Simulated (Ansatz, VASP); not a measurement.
## One calculation of ZnO (zincite), two programs

File INCAR:

```
PREC     = Accurate       # precision mode
ENCUT    = 520            # plane-wave cutoff, eV
EDIFF    = 1E-7           # SCF threshold, eV
ISMEAR   = -1             # smearing method
SIGMA    = 0.05           # smearing width, eV
LREAL    = False          # projectors in reciprocal space
LASPH    = True           # aspherical terms in the spheres
NELM     = 60             # most SCF steps
ALGO     = Normal         # electronic algorithm
ISIF     = 2              # what is computed and relaxed
LWAVE    = False          # write WAVECAR
LCHARG   = False          # write CHGCAR
GGA      = PE             # functional
NBANDS   = 26             # bands
```

File KPOINTS:

```
regular mesh
0
Gamma
  9 9 5
```

File POSCAR:

```
ZnO
1.0
    3.3130361008      0.0000000000      0.0000000000
   -1.6565180504      2.8691734269      0.0000000000
    0.0000000000      0.0000000000      5.3078076462
Zn O
2 2
Direct
    0.6666666667      0.3333333333      0.0000000000
    0.3333333333      0.6666666667      0.5000000000
    0.3333333333      0.6666666667      0.8790100000
    0.6666666667      0.3333333333      0.3790100000
```

The input input.yaml:

```yaml
crystal:
  lattice:
    - [3.3130361008, 0.0, 0.0]
    - [-1.6565180504, 2.8691734269, 0.0]
    - [0.0, 0.0, 5.3078076462]
  atoms:
    - { symbol: Zn, position: [0.6666666667, 0.3333333333, 0.0] }
    - { symbol: Zn, position: [0.3333333333, 0.6666666667, 0.5] }
    - { symbol: O, position: [0.3333333333, 0.6666666667, 0.87901] }
    - { symbol: O, position: [0.6666666667, 0.3333333333, 0.37901] }
kpoints:
  mp_grid: { grid: [9, 9, 5] }
scf:
  occupations: { method: fermi_dirac, width: 0.05 }
hamiltonian:
  xc: pbe
  pseudopotentials: { kind: all_electron, lapw: { basis_error: 0.001 } }
output:
  forces: true
  stress: true
  eigenvalues: true
```

Change from the starting cell: volume scaled by 1.06.

Alike in both runs: task single point; functional PBE; k mesh 9 × 9 × 5; occupations fermi-dirac, width 0.05 eV; no spin polarisation.

|  | VASP | Ansatz |
| --- | --- | --- |
| version | VASP 6.6.1 | Ansatz 0.2.0 |
| potentials or method | VASP PAW PBE potentials, release 64 (Zn, O) | all-electron LAPW, scalar-relativistic |
| plane-wave cutoff (eV) | 520 | see its input |

```tsv
	VASP	Ansatz	Ansatz less VASP
gap on the k mesh at the Fermi level (eV)	0.70	0.73	+0.029
least direct gap on the mesh (eV)	0.70	0.73	+0.029
pressure (GPa)	-2.0	-2.9	-0.87
largest component of the traceless stress (GPa)	0.99	0.95	-0.039
rms of the force components (eV/Å)	0.031	0.029	-0.0024
```

Atom by atom the forces differ by 0.002 eV/Å (rms over components). Ansatz ran all-electron here, so the differences hold the error of VASP's frozen core and of both bases.
